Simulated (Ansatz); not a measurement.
**Notes on TaC**

```
Ta C
1.0
     0.00000    2.21368    2.21368
     2.21368    0.00000    2.21368
     2.21368    2.21368    0.00000
Ta C
1 1
Direct
  0.00000 0.00000 0.00000
  0.50000 0.50000 0.50000
```

Level: PBE, no spin polarisation; 420 eV; 13×13×13 Γ-centred mesh; fermi-dirac occupations (width 0.0325 eV); Ansatz 0.2.0, fixed geometry.

Task: Are the atoms at rest?

Result: The forces vanish by the symmetry of the sites.

Task: What happens at the Fermi level?

Result: It is a metal, with about 0.61 states/eV a cell as the mean within 0.25 eV of the Fermi level, mostly Ta d (69 %) and C p (25 %).

Task: What do density and ELF say about some of the short contacts?

Result: Ta–C at 2.21 Å: least valence density 0.58 e/Å³ and ELF 0.30 there. Both are smooth PAW fields, read partly inside the augmentation spheres.

Task: How is the charge shared?

Result: Bader charges in e: Ta +1.91, C -1.91. In the mean Ta gives up most and C takes most.

Origin: a database entry at a rescaled volume. Caveats: atoms or cell far from equilibrium.
